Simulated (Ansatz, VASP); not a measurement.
Mn: VASP beside Ansatz

```
CELL_PARAMETERS angstrom
2.39970 0.00000 0.00000
-1.19985 2.07820 0.00000
0.00000 0.00000 3.86963
ATOMIC_POSITIONS crystal
Mn 0.33333 0.66667 0.25000
Mn 0.66667 0.33333 0.75000
```

Alike in both runs: task single point; functional LDA; k mesh 17 × 17 × 9; occupations fermi-dirac, width 0.1 eV; no spin polarisation.

```csv
,VASP,Ansatz
version,VASP 6.6.1,Ansatz 0.2.0
potentials or method,"VASP PAW LDA potentials, release 64 (Mn_pv)","plane waves (420 eV) with PAW, scalar-relativistic"
plane-wave cutoff (eV),520,420
valence electrons in the cell,26,30
```

VASP gave:

```
pressure (GPa)                                  : 15.4
largest component of the traceless stress (GPa) : 0.09
```

Estimate Ansatz's values.

pressure (GPa): 14.7; largest component of the traceless stress (GPa): 0.01.

The two sets of potentials don't hold the same shells in valence. Ansatz warned: «pseudo_functional_mismatch».

Caveats: so large a pressure means that the cell lies far from this level's equilibrium, or that cutoff or potentials fall short (VASP); the run has no spin polarisation, though such a crystal can be magnetic. Spin polarisation is off, so any magnetic state and its effect on volume and gap are missing.
